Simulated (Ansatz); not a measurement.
**Tantalum, bcc under PBE: how the plane-wave cutoff moves the result**

Aim: find which plane-wave cutoff is enough for energy and pressure. The geometry was relaxed under PBE beforehand and stays fixed; 9 values are run, from 150 to 800 eV. Wanted are the values from which on the energy stays within 10 and 1 meV/atom, and the pressure within 0.5 GPa, of the last run. Within the series other settings stay, but some runs also write fields, which adds to their time. Spin polarisation is left out.

Method: DFT PBE, plane waves with PAW, scalar-relativistic, in Ansatz 0.2.0.

### 1 The system as given

Symmetry: Im-3m, No. 229, cubic system. The conventional cell has a = 3.321 Å, b = 3.321 Å, c = 3.321 Å, α = 90.00°, β = 90.00°, γ = 90.00°. Around Ta (site symmetry m-3m) lie 8 Ta at 2.88 Å.

Coordinates:

```cif
data_structure
_symmetry_space_group_name_H-M 'Im-3m'
_symmetry_Int_Tables_number 229
_cell_length_a 3.3214
_cell_length_b 3.3214
_cell_length_c 3.3214
_cell_angle_alpha 90.000
_cell_angle_beta 90.000
_cell_angle_gamma 90.000
_cell_volume 36.64
loop_
_atom_site_label
_atom_site_type_symbol
_atom_site_symmetry_multiplicity
_atom_site_Wyckoff_symbol
_atom_site_fract_x
_atom_site_fract_y
_atom_site_fract_z
_atom_site_occupancy
Ta1 Ta 2 a 0.00000 0.00000 0.00000 1
```

### 2 The usual settings first

Input file input.yaml:

```yaml
crystal:
  lattice:
    - [-1.6607181506, 1.6607181506, 1.6607181506]
    - [1.6607181506, -1.6607181506, 1.6607181506]
    - [1.6607181506, 1.6607181506, -1.6607181506]
  atoms:
    - { symbol: Ta, position: [0.0, 0.0, 0.0] }
hamiltonian:
  xc: pbe
  pseudopotentials:
    kind: paw
    azcp:
      Ta: "pseudopotentials/Ta.paw.azcp"
basis:
  ecutwfc: 420
  fft_grid_basis: typed
kpoints:
  mp_grid: { grid: [22, 22, 22], shift: [0, 0, 0] }
magnetization:
  spin_polarized: false
scf:
  occupations: { method: fermi_dirac, width: 0.1 }
  lower_state_search: "off"
output:
  stress: true
  write_density: true
  write_potential: true
  elf: true
  volumetric_format: npy
```

Launch:

```console
$ ansatz run input.yaml --threads 1 --pin off --max-ram 3584MiB --backend cpu --events-out ev --progress --plain --runs-dir out
```

The program printed, cut to the lines that bear on the results:

```text
[...]
Pseudopotentials: kind: paw
Pseudopotential: Ta, paw, valence charge 13, recommended cutoff 420 eV (normal), <dir>
Functional definition: PBE
[...]
Crystal: 1 atoms, lattice volume = 18.321 Å³
Basis set: ecut = 420 eV, 369 PW (Γ)
Bands: 11, of which v1, the nominal top of the filled ones, is band 7 counted from 1 (6 counted from 0)
Symmetry: 48 space group operations
Space group: Im-3m (ITA 229), of the structure as read, at distance tolerance 2.6e-5 Å
k-points: 328 of 10648
[...]
SCF iter   1: F=—  HF=-9932.272702 eV  |F-HF|=—  |Δ(HF+E_count)|=         —  Δρ=2.05e-3  dr2=2.00e-4  ethr=1.77e-3  ⟨swp⟩=5.1  Hψ=20214  notcnv=0
[...]
SCF iter   6: F=-9932.272639 eV  HF=-9932.272639 eV  |F-HF|=5.46e-12  |Δ(HF+E_count)|=   4.25e-9  Δρ=7.31e-7  dr2=3.68e-11  ethr=8.71e-11  ⟨swp⟩=5.2  Hψ=18254  notcnv=0
[...]
SCF converged after 6 iterations
Free energy (F): -9932.272639 eV
[...]
E sigma→0 (E₀):  -9932.250391 eV
Entropy (-TS):   -0.044495 eV (-44.495 meV/atom)
Fermi energy:    18.294884 eV
[...]
--- Stress (GPa, compression-positive) ---
       -0.144866       0.000000      -0.000000
        0.000000      -0.144866      -0.000000
       -0.000000      -0.000000      -0.144866
  P = ⅓ Tr σ = -0.1449 GPa (-1.449 kbar)
--- Band table (eV; the first three rows and the last of 328) ---
  k-point 0: bands = ["-48.8343", "-14.8053", "-14.8053", "-14.8053", "10.4487", "19.0178", "19.0178", "19.0178", "22.2326", "22.2326", "32.8348"]
[...]
```

Run time: 6 s. Hardware: 1 thread of Intel Xeon Platinum 8259CL at 2.50GHz (Skylake/Cascade Lake), shared host; peak memory 0.53 GiB.

### 3 Cutoff 150 eV

The run at 150 eV.

input.yaml: that of step 2 with these lines changed.

```diff
@@ -14,6 +14,6 @@
 basis:
-  ecutwfc: 420
+  ecutwfc: 150
   fft_grid_basis: typed
 kpoints:
-  mp_grid: { grid: [22, 22, 22], shift: [0, 0, 0] }
+  mp_grid: { grid: [13, 13, 13], shift: [0, 0, 0] }
 magnetization:
@@ -25,5 +25 @@
   stress: true
-  write_density: true
-  write_potential: true
-  elf: true
-  volumetric_format: npy
```

Launch:

```console
$ ansatz run input.yaml --threads 1 --pin off --max-ram 3584MiB --backend cpu --events-out ev --progress --plain --runs-dir out
```

The program printed, cut to the lines that bear on the results:

```text
Warning: basis.ecutwfc = 150 eV is below the records' recommended 420 eV, and the density's cutoff is lower with it unless basis.ecutrho_ratio is high enough to keep the records' density cutoff: compare with a run at a higher cutoff
[...]
[... 3 set-up lines as earlier in the session ...]
[...]
Crystal: 1 atoms, lattice volume = 18.321 Å³
Basis set: ecut = 150 eV, 79 PW (Γ)
Bands: 11, of which v1, the nominal top of the filled ones, is band 7 counted from 1 (6 counted from 0)
[... 2 set-up lines as earlier in the session ...]
k-points: 84 of 2197
[...]
SCF iter   1: F=—  HF=-9924.269100 eV  |F-HF|=—  |Δ(HF+E_count)|=         —  Δρ=1.09e-1  dr2=1.19e0  ethr=1.77e-3  ⟨swp⟩=3.9  Hψ=4419  notcnv=0
[...]
SCF iter   6: F=-9923.587976 eV  HF=-9923.587976 eV  |F-HF|=5.46e-12  |Δ(HF+E_count)|=   8.75e-9  Δρ=9.56e-7  dr2=9.18e-11  ethr=4.80e-10  ⟨swp⟩=1.9  Hψ=2761  notcnv=0
[...]
SCF converged after 6 iterations
Free energy (F): -9923.587976 eV
[...]
E sigma→0 (E₀):  -9923.565202 eV
Entropy (-TS):   -0.045547 eV (-45.547 meV/atom)
Fermi energy:    18.582046 eV
[...]
--- Stress (GPa, compression-positive) ---
      -18.755458      -0.000000       0.000000
       -0.000000     -18.755458       0.000000
        0.000000       0.000000     -18.755458
  P = ⅓ Tr σ = -18.7555 GPa (-187.555 kbar)
```

It took 1 s on 1 thread of Intel Xeon Platinum 8259CL at 2.50GHz (Skylake/Cascade Lake), shared host; peak memory 0.43 GiB.

### 4 Cutoff 200 eV

The run at 200 eV.

input.yaml: that of step 3 with these lines changed.

```diff
@@ -14,3 +14,3 @@
 basis:
-  ecutwfc: 150
+  ecutwfc: 200
   fft_grid_basis: typed
```

Launch:

```console
$ ansatz run input.yaml --threads 1 --pin off --max-ram 3584MiB --backend cpu --events-out ev --progress --plain --runs-dir out
```

The program printed, cut to the lines that bear on the results:

```text
Warning: basis.ecutwfc = 200 eV is below the records' recommended 420 eV, and the density's cutoff is lower with it unless basis.ecutrho_ratio is high enough to keep the records' density cutoff: compare with a run at a higher cutoff
[...]
[... 3 set-up lines as earlier in the session ...]
[...]
Crystal: 1 atoms, lattice volume = 18.321 Å³
Basis set: ecut = 200 eV, 135 PW (Γ)
Bands: 11, of which v1, the nominal top of the filled ones, is band 7 counted from 1 (6 counted from 0)
[... 2 set-up lines as earlier in the session ...]
k-points: 84 of 2197
[...]
SCF iter   1: F=—  HF=-9931.048678 eV  |F-HF|=—  |Δ(HF+E_count)|=         —  Δρ=3.11e-2  dr2=7.49e-2  ethr=1.77e-3  ⟨swp⟩=4.5  Hψ=4603  notcnv=0
[...]
SCF iter   6: F=-9931.010729 eV  HF=-9931.010729 eV  |F-HF|=1.82e-12  |Δ(HF+E_count)|=   4.72e-9  Δρ=5.85e-7  dr2=2.16e-11  ethr=1.04e-10  ⟨swp⟩=2.0  Hψ=2638  notcnv=0
[...]
SCF converged after 6 iterations
Free energy (F): -9931.010729 eV
[...]
E sigma→0 (E₀):  -9930.987782 eV
Entropy (-TS):   -0.045894 eV (-45.894 meV/atom)
Fermi energy:    18.351688 eV
[...]
--- Stress (GPa, compression-positive) ---
        0.397435       0.000000       0.000000
       -0.000000       0.397435       0.000000
        0.000000       0.000000       0.397435
  P = ⅓ Tr σ = 0.3974 GPa (3.974 kbar)
```

Wall time 1.1 s (1 thread of Intel Xeon Platinum 8259CL at 2.50GHz (Skylake/Cascade Lake), shared host); peak memory 0.45 GiB.

### 5 Cutoff 250 eV

The run at 250 eV.

input.yaml: that of step 4 with these lines changed.

```diff
@@ -14,3 +14,3 @@
 basis:
-  ecutwfc: 200
+  ecutwfc: 250
   fft_grid_basis: typed
```

Launch:

```console
$ ansatz run input.yaml --threads 1 --pin off --max-ram 3584MiB --backend cpu --events-out ev --progress --plain --runs-dir out
```

The program printed, cut to the lines that bear on the results:

```text
Warning: basis.ecutwfc = 250 eV is below the records' recommended 420 eV, and the density's cutoff is lower with it unless basis.ecutrho_ratio is high enough to keep the records' density cutoff: compare with a run at a higher cutoff
[...]
[... 3 set-up lines as earlier in the session ...]
[...]
Crystal: 1 atoms, lattice volume = 18.321 Å³
Basis set: ecut = 250 eV, 177 PW (Γ)
Bands: 11, of which v1, the nominal top of the filled ones, is band 7 counted from 1 (6 counted from 0)
[... 2 set-up lines as earlier in the session ...]
k-points: 84 of 2197
[...]
SCF iter   1: F=—  HF=-9932.159650 eV  |F-HF|=—  |Δ(HF+E_count)|=         —  Δρ=6.08e-3  dr2=2.08e-3  ethr=1.77e-3  ⟨swp⟩=4.9  Hψ=4789  notcnv=0
[...]
SCF iter   6: F=-9932.158517 eV  HF=-9932.158517 eV  |F-HF|=1.82e-12  |Δ(HF+E_count)|=  1.62e-10  Δρ=3.42e-7  dr2=7.70e-12  ethr=4.14e-12  ⟨swp⟩=1.0  Hψ=2481  notcnv=0
[...]
SCF converged after 6 iterations
Free energy (F): -9932.158517 eV
[...]
E sigma→0 (E₀):  -9932.136212 eV
Entropy (-TS):   -0.044610 eV (-44.610 meV/atom)
Fermi energy:    18.295284 eV
[...]
--- Stress (GPa, compression-positive) ---
        0.392859      -0.000000       0.000000
        0.000000       0.392859       0.000000
        0.000000       0.000000       0.392859
  P = ⅓ Tr σ = 0.3929 GPa (3.929 kbar)
```

It took 0.98 s on 1 thread of Intel Xeon Platinum 8259CL at 2.50GHz (Skylake/Cascade Lake), shared host; peak memory 0.44 GiB.

### 6 Cutoff 300 eV

The run at 300 eV.

input.yaml: that of step 5 with these lines changed.

```diff
@@ -14,3 +14,3 @@
 basis:
-  ecutwfc: 250
+  ecutwfc: 300
   fft_grid_basis: typed
```

Launch:

```console
$ ansatz run input.yaml --threads 1 --pin off --max-ram 3584MiB --backend cpu --events-out ev --progress --plain --runs-dir out
```

The program printed, cut to the lines that bear on the results:

```text
Warning: basis.ecutwfc = 300 eV is below the records' recommended 420 eV, and the density's cutoff is lower with it unless basis.ecutrho_ratio is high enough to keep the records' density cutoff: compare with a run at a higher cutoff
[...]
[... 3 set-up lines as earlier in the session ...]
[...]
Crystal: 1 atoms, lattice volume = 18.321 Å³
Basis set: ecut = 300 eV, 225 PW (Γ)
Bands: 11, of which v1, the nominal top of the filled ones, is band 7 counted from 1 (6 counted from 0)
[... 2 set-up lines as earlier in the session ...]
k-points: 84 of 2197
[...]
SCF iter   1: F=—  HF=-9932.261774 eV  |F-HF|=—  |Δ(HF+E_count)|=         —  Δρ=1.85e-3  dr2=1.78e-4  ethr=1.77e-3  ⟨swp⟩=5.0  Hψ=4827  notcnv=0
[...]
SCF iter   6: F=-9932.261624 eV  HF=-9932.261624 eV  |F-HF|=3.64e-12  |Δ(HF+E_count)|=   1.60e-8  Δρ=1.10e-6  dr2=5.64e-11  ethr=3.34e-10  ⟨swp⟩=2.7  Hψ=2842  notcnv=0
[...]
SCF converged after 6 iterations
Free energy (F): -9932.261624 eV
[...]
E sigma→0 (E₀):  -9932.239330 eV
Entropy (-TS):   -0.044588 eV (-44.588 meV/atom)
Fermi energy:    18.286171 eV
[...]
--- Stress (GPa, compression-positive) ---
        0.104431       0.000000       0.000000
       -0.000000       0.104431      -0.000000
       -0.000000       0.000000       0.104431
  P = ⅓ Tr σ = 0.1044 GPa (1.044 kbar)
```

It took 1.4 s on 1 thread of Intel Xeon Platinum 8259CL at 2.50GHz (Skylake/Cascade Lake), shared host; peak memory 0.45 GiB.

### 7 Cutoff 350 eV

The run at 350 eV.

input.yaml: that of step 6 with these lines changed.

```diff
@@ -14,3 +14,3 @@
 basis:
-  ecutwfc: 300
+  ecutwfc: 350
   fft_grid_basis: typed
```

Launch:

```console
$ ansatz run input.yaml --threads 1 --pin off --max-ram 3584MiB --backend cpu --events-out ev --progress --plain --runs-dir out
```

The program printed, cut to the lines that bear on the results:

```text
Warning: basis.ecutwfc = 350 eV is below the records' recommended 420 eV, and the density's cutoff is lower with it unless basis.ecutrho_ratio is high enough to keep the records' density cutoff: compare with a run at a higher cutoff
[...]
[... 3 set-up lines as earlier in the session ...]
[...]
Crystal: 1 atoms, lattice volume = 18.321 Å³
Basis set: ecut = 350 eV, 249 PW (Γ)
Bands: 11, of which v1, the nominal top of the filled ones, is band 7 counted from 1 (6 counted from 0)
[... 2 set-up lines as earlier in the session ...]
k-points: 84 of 2197
[...]
SCF iter   1: F=—  HF=-9932.269571 eV  |F-HF|=—  |Δ(HF+E_count)|=         —  Δρ=1.82e-3  dr2=1.75e-4  ethr=1.77e-3  ⟨swp⟩=5.0  Hψ=5011  notcnv=0
[...]
SCF iter   6: F=-9932.269504 eV  HF=-9932.269504 eV  |F-HF|=1.82e-11  |Δ(HF+E_count)|=   1.18e-8  Δρ=1.43e-6  dr2=9.77e-11  ethr=2.30e-10  ⟨swp⟩=2.2  Hψ=2838  notcnv=0
[...]
SCF converged after 6 iterations
Free energy (F): -9932.269504 eV
[...]
E sigma→0 (E₀):  -9932.247227 eV
Entropy (-TS):   -0.044554 eV (-44.554 meV/atom)
Fermi energy:    18.284527 eV
[...]
--- Stress (GPa, compression-positive) ---
        0.039345      -0.000000       0.000000
        0.000000       0.039345      -0.000000
        0.000000       0.000000       0.039345
  P = ⅓ Tr σ = 0.0393 GPa (0.393 kbar)
```

Wall time 1.8 s (1 thread of Intel Xeon Platinum 8259CL at 2.50GHz (Skylake/Cascade Lake), shared host); peak memory 0.45 GiB.

### 8 Cutoff 420 eV

The run at 420 eV.

input.yaml: that of step 7 with these lines changed.

```diff
@@ -14,3 +14,3 @@
 basis:
-  ecutwfc: 350
+  ecutwfc: 420
   fft_grid_basis: typed
```

Launch:

```console
$ ansatz run input.yaml --threads 1 --pin off --max-ram 3584MiB --backend cpu --events-out ev --progress --plain --runs-dir out
```

The program printed, cut to the lines that bear on the results:

```text
[...]
[... 3 set-up lines as earlier in the session ...]
[...]
Crystal: 1 atoms, lattice volume = 18.321 Å³
Basis set: ecut = 420 eV, 369 PW (Γ)
Bands: 11, of which v1, the nominal top of the filled ones, is band 7 counted from 1 (6 counted from 0)
[... 2 set-up lines as earlier in the session ...]
k-points: 84 of 2197
[...]
SCF iter   1: F=—  HF=-9932.273877 eV  |F-HF|=—  |Δ(HF+E_count)|=         —  Δρ=2.02e-3  dr2=1.86e-4  ethr=1.77e-3  ⟨swp⟩=5.1  Hψ=5181  notcnv=0
[...]
SCF iter   6: F=-9932.273820 eV  HF=-9932.273820 eV  |F-HF|=7.28e-12  |Δ(HF+E_count)|=   9.64e-9  Δρ=6.14e-7  dr2=3.13e-11  ethr=1.89e-10  ⟨swp⟩=2.4  Hψ=3015  notcnv=0
[...]
SCF converged after 6 iterations
Free energy (F): -9932.273820 eV
[...]
E sigma→0 (E₀):  -9932.251548 eV
Entropy (-TS):   -0.044545 eV (-44.545 meV/atom)
Fermi energy:    18.283995 eV
[...]
--- Stress (GPa, compression-positive) ---
        0.003566      -0.000000       0.000000
       -0.000000       0.003566      -0.000000
        0.000000       0.000000       0.003566
  P = ⅓ Tr σ = 0.0036 GPa (0.036 kbar)
```

Run time: 1.3 s. Hardware: 1 thread of Intel Xeon Platinum 8259CL at 2.50GHz (Skylake/Cascade Lake), shared host; peak memory 0.46 GiB.

### 9 Cutoff 500 eV

The run at 500 eV.

input.yaml: that of step 8 with these lines changed.

```diff
@@ -14,3 +14,3 @@
 basis:
-  ecutwfc: 420
+  ecutwfc: 500
   fft_grid_basis: typed
@@ -25 +25,5 @@
   stress: true
+  write_density: true
+  write_potential: true
+  elf: true
+  volumetric_format: npy
```

Launch:

```console
$ ansatz run input.yaml --threads 1 --pin off --max-ram 3584MiB --backend cpu --events-out ev --progress --plain --runs-dir out
```

The program printed, cut to the lines that bear on the results:

```text
[...]
[... 3 set-up lines as earlier in the session ...]
[...]
Crystal: 1 atoms, lattice volume = 18.321 Å³
Basis set: ecut = 500 eV, 459 PW (Γ)
Bands: 11, of which v1, the nominal top of the filled ones, is band 7 counted from 1 (6 counted from 0)
[... 2 set-up lines as earlier in the session ...]
k-points: 84 of 2197
[...]
SCF iter   1: F=—  HF=-9932.274419 eV  |F-HF|=—  |Δ(HF+E_count)|=         —  Δρ=2.11e-3  dr2=1.94e-4  ethr=1.77e-3  ⟨swp⟩=5.2  Hψ=5209  notcnv=0
[...]
SCF iter   6: F=-9932.274340 eV  HF=-9932.274340 eV  |F-HF|=7.28e-12  |Δ(HF+E_count)|=   7.83e-9  Δρ=1.34e-6  dr2=8.41e-11  ethr=1.60e-10  ⟨swp⟩=5.6  Hψ=4612  notcnv=0
[...]
SCF converged after 6 iterations
Free energy (F): -9932.274340 eV
[...]
E sigma→0 (E₀):  -9932.252069 eV
Entropy (-TS):   -0.044543 eV (-44.543 meV/atom)
Fermi energy:    18.283882 eV
[...]
--- Stress (GPa, compression-positive) ---
        0.001048      -0.000000      -0.000000
        0.000000       0.001048      -0.000000
        0.000000       0.000000       0.001048
  P = ⅓ Tr σ = 0.0010 GPa (0.010 kbar)
--- Band table (eV; the first three rows and the last of 84) ---
  k-point 0: bands = ["-48.8366", "-14.8072", "-14.8072", "-14.8072", "10.4485", "19.0168", "19.0168", "19.0168", "22.2318", "22.2318", "32.8345"]
[...]
```

Wall time 2.1 s (1 thread of Intel Xeon Platinum 8259CL at 2.50GHz (Skylake/Cascade Lake), shared host); peak memory 0.47 GiB.

### 10 Cutoff 600 eV

The run at 600 eV.

input.yaml: that of step 9 with these lines changed.

```diff
@@ -14,3 +14,3 @@
 basis:
-  ecutwfc: 500
+  ecutwfc: 600
   fft_grid_basis: typed
@@ -25,5 +25 @@
   stress: true
-  write_density: true
-  write_potential: true
-  elf: true
-  volumetric_format: npy
```

Launch:

```console
$ ansatz run input.yaml --threads 1 --pin off --max-ram 3584MiB --backend cpu --events-out ev --progress --plain --runs-dir out
```

The program printed, cut to the lines that bear on the results:

```text
[...]
[... 3 set-up lines as earlier in the session ...]
[...]
Crystal: 1 atoms, lattice volume = 18.321 Å³
Basis set: ecut = 600 eV, 627 PW (Γ)
Bands: 11, of which v1, the nominal top of the filled ones, is band 7 counted from 1 (6 counted from 0)
[... 2 set-up lines as earlier in the session ...]
k-points: 84 of 2197
[...]
SCF iter   1: F=—  HF=-9932.274617 eV  |F-HF|=—  |Δ(HF+E_count)|=         —  Δρ=2.14e-3  dr2=1.89e-4  ethr=1.77e-3  ⟨swp⟩=5.2  Hψ=5253  notcnv=0
[...]
SCF iter   6: F=-9932.274611 eV  HF=-9932.274611 eV  |F-HF|=3.82e-11  |Δ(HF+E_count)|=   1.19e-8  Δρ=8.41e-7  dr2=5.19e-11  ethr=2.28e-10  ⟨swp⟩=2.8  Hψ=3089  notcnv=0
[...]
SCF converged after 6 iterations
Free energy (F): -9932.274611 eV
[...]
E sigma→0 (E₀):  -9932.252339 eV
Entropy (-TS):   -0.044543 eV (-44.543 meV/atom)
Fermi energy:    18.283875 eV
[...]
--- Stress (GPa, compression-positive) ---
        0.001198       0.000000      -0.000000
        0.000000       0.001198       0.000000
       -0.000000       0.000000       0.001198
  P = ⅓ Tr σ = 0.0012 GPa (0.012 kbar)
```

Run time: 2.1 s. Hardware: 1 thread of Intel Xeon Platinum 8259CL at 2.50GHz (Skylake/Cascade Lake), shared host; peak memory 0.48 GiB.

### 11 Cutoff 800 eV

The run at 800 eV.

input.yaml: that of step 10 with these lines changed.

```diff
@@ -14,3 +14,3 @@
 basis:
-  ecutwfc: 600
+  ecutwfc: 800
   fft_grid_basis: typed
```

Launch:

```console
$ ansatz run input.yaml --threads 1 --pin off --max-ram 3584MiB --backend cpu --events-out ev --progress --plain --runs-dir out
```

The program printed, cut to the lines that bear on the results:

```text
[...]
[... 3 set-up lines as earlier in the session ...]
[...]
Crystal: 1 atoms, lattice volume = 18.321 Å³
Basis set: ecut = 800 eV, 959 PW (Γ)
Bands: 11, of which v1, the nominal top of the filled ones, is band 7 counted from 1 (6 counted from 0)
[... 2 set-up lines as earlier in the session ...]
k-points: 84 of 2197
[...]
SCF iter   1: F=—  HF=-9932.274678 eV  |F-HF|=—  |Δ(HF+E_count)|=         —  Δρ=2.11e-3  dr2=1.89e-4  ethr=1.77e-3  ⟨swp⟩=5.3  Hψ=5310  notcnv=0
[...]
SCF iter   6: F=-9932.274755 eV  HF=-9932.274755 eV  |F-HF|=3.64e-12  |Δ(HF+E_count)|=   8.23e-9  Δρ=4.33e-7  dr2=1.20e-11  ethr=1.57e-10  ⟨swp⟩=2.8  Hψ=3177  notcnv=0
[...]
SCF converged after 6 iterations
Free energy (F): -9932.274755 eV
[...]
E sigma→0 (E₀):  -9932.252483 eV
Entropy (-TS):   -0.044543 eV (-44.543 meV/atom)
Fermi energy:    18.283866 eV
[...]
--- Stress (GPa, compression-positive) ---
       -0.000866      -0.000000      -0.000000
       -0.000000      -0.000866       0.000000
        0.000000      -0.000000      -0.000866
  P = ⅓ Tr σ = -0.0009 GPa (-0.009 kbar)
```

Run time: 3.3 s. Hardware: 1 thread of Intel Xeon Platinum 8259CL at 2.50GHz (Skylake/Cascade Lake), shared host; peak memory 0.52 GiB.

### 12 Convergence table

Differences are taken from the run at 800 eV.

```csv
cutoff (eV),plane waves at Γ,E(σ → 0) (meV/atom),P (GPa),SCF cycles,CPU time
150,79,8687.28,-18.76,6,1 s
200,135,1264.70,0.40,6,1.1 s
250,177,116.27,0.39,6,0.97 s
300,225,13.15,0.10,6,1.4 s
350,249,5.26,0.04,6,1.7 s
420,369,0.94,0.00,6,1.3 s
500,459,0.41,0.00,6,2.1 s
600,627,0.14,0.00,6,2.1 s
800,959,0.00,0.00,6,3.3 s
```

### 13 Outcome

| quantity | value |
| --- | --- |
| E(σ → 0) stays within 10 meV/atom of 800 eV | from 350 eV on |
| E(σ → 0) stays within 1 meV/atom | from 420 eV on |
| pressure stays within 0.5 GPa | from 200 eV on |
| pressure at 800 eV | 0.00 GPa |
| CPU time, dearest over cheapest | 3.4 |
| run at the usual settings (mesh 22×22×22 against the series' 13×13×13, 420 eV) | +2.1 meV/atom from 800 eV, -0.14 GPa |

The far end, 150 eV, lies +8687 meV/atom and -18.8 GPa from the yardstick. The energy falls at each step up in cutoff, as the variational principle asks. 1 meV/atom is reached at 420 eV; energy differences often converge earlier, as errors cancel.
